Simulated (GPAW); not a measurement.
The system is KI.

```xyz
2
Lattice="0.0000 3.5328 3.5328 3.5328 0.0000 3.5328 3.5328 3.5328 0.0000" Properties=species:S:1:pos:R:3 pbc="T T T"
I     3.5328    3.5328    3.5328
K     0.0000    0.0000    0.0000
```

- Program: GPAW 26.7.0
- Task: relaxation of cell and atoms
- Functional: BLYP
- Potentials or basis: PAW data sets generated in the run's folder for this functional
- Cutoff: 600 eV
- Basis: pw
- k mesh: 7 × 7 × 7
- Occupations: fermi-dirac, width 0.05 eV
- Spin: no spin polarisation

At the start: pressure 1.3 GPa; volume 44.09 Å³/atom.

Question: How do energy, volume and symmetry change on relaxing?

Answer: Over 4 steps the energy falls by 18.9 meV/atom and the volume is 49.07 Å³/atom (+11.3 %); space group Fm-3m (No. 225, to 0.05 Å).

Step by step:
```tsv
step	energy change (eV)	largest force (eV/Å)	pressure (GPa)	volume (Å³)
1	0.0000	0.0000	1.31	88.18
2	-0.0054	0.0000	1.19	88.86
3	-0.0372	0.0000	0.13	96.96
4	-0.0378	0.0000	0.02	98.14
```

Final structure:
```
CELL_PARAMETERS angstrom
0.00000 3.66103 3.66103
3.66103 0.00000 3.66103
3.66103 3.66103 0.00000
ATOMIC_POSITIONS crystal
I 0.50000 0.50000 0.50000
K 0.00000 0.00000 0.00000
```

Caveat: later steps reuse the first step's grids.
